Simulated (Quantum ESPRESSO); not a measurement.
**MoS2: relaxation of the atoms with PW86PBE**

MoS2:

```
Mo S
1.0
     3.38320   -0.00775    0.09002
    -1.69832    2.75689    0.15095
     0.17607    0.44256    6.38919
Mo S
1 2
Direct
  0.78387 0.79644 0.53813
  0.42424 0.76328 0.25217
  0.79189 0.44029 0.70970
```

The cell comes from a database or a generator and needn't be the stable form of this composition.

* Program: Quantum ESPRESSO 7.5
* Task: relaxation of the atoms
* Functional: PW86PBE
* Potentials or basis: GBRV 1.5 PBE
* Cutoff: 612 eV
* Density cutoff: 4898 eV
* k mesh: 6 × 7 × 3, shifted
* Occupations: cold, width 0.136 eV
* Spin: no spin polarisation
* Mixing beta: 0.5
* Most SCF iterations: 120
* SCF threshold: 6e-10 Ry
* Most ionic steps: 40
* Forc conv thr: 0.0004 Ry/bohr
* Etot conv thr: 1e-05 Ry
* Ion dynamics: bfgs

* Energy gained by relaxing: 5066.4 meV/atom
* Ionic steps: 26
* Largest force after relaxing: 0.011 eV/Å

Forces in eV/Å, atoms in the order of the input:
```
Mo  -0.004 -0.002 -0.005
S    0.005 -0.002 -0.005
S   -0.001  0.004  0.010
```

Step by step:
| step | energy change (eV) | largest force (eV/Å) |
| --- | --- | --- |
| 1 | 0.0000 | 56.7556 |
| 2 | -11.8468 | 5.7200 |
| 3 | -12.7665 | 4.2158 |
| 4 | -13.2875 | 3.5371 |
| 5 | -13.6675 | 2.1738 |
| 6 | -13.7745 | 1.1175 |
| 7 | -13.8136 | 1.0604 |
| 8 | -13.8554 | 0.9796 |
| 9 | -13.9158 | 1.2227 |
| 10 | -14.0006 | 1.5668 |
| 11 | -14.0374 | 2.6908 |
| 12 | -14.1352 | 3.4292 |
| 13 | -14.2517 | 3.8439 |
| 14 | -14.4302 | 4.0684 |
| 15 | -14.6703 | 3.7727 |
| 16 | -14.9206 | 2.8482 |
| 17 | -15.1198 | 1.5373 |
| 18 | -15.1734 | 0.6011 |
| 19 | -15.1818 | 0.5132 |
| 20 | -15.1874 | 0.4252 |
| 21 | -15.1926 | 0.3152 |
| 22 | -15.1975 | 0.1597 |
| 23 | -15.1988 | 0.1055 |
| 24 | -15.1991 | 0.0453 |
| 25 | -15.1992 | 0.0165 |
| 26 | -15.1992 | 0.0106 |

Final structure:
```
Mo S
1.0
     3.38320   -0.00775    0.09002
    -1.69832    2.75689    0.15095
     0.17607    0.44256    6.38919
Mo S
1 2
Direct
  0.77561 0.88418 0.49995
  0.17893 0.63979 0.25655
  0.04546 0.47603 0.74350
```

Levels at points of the mesh, in eV from the valence-band top:
```tsv
k point	band 11	band 12	band 13	band 14	band 15	band 16
(0.08, 0.07, 0.17)	-2.65	-1.35	-0.50	1.54	1.75	1.99
```

Run time: 7.7 min on 1 thread of AMD EPYC 9R45 96-Core Processor (Zen 5), on a shared host, peak memory 0.22 GiB.

Caveat: the potentials were made for another functional, which shifts forces and pressure; this smearing can shift energies of a crystal with a gap.
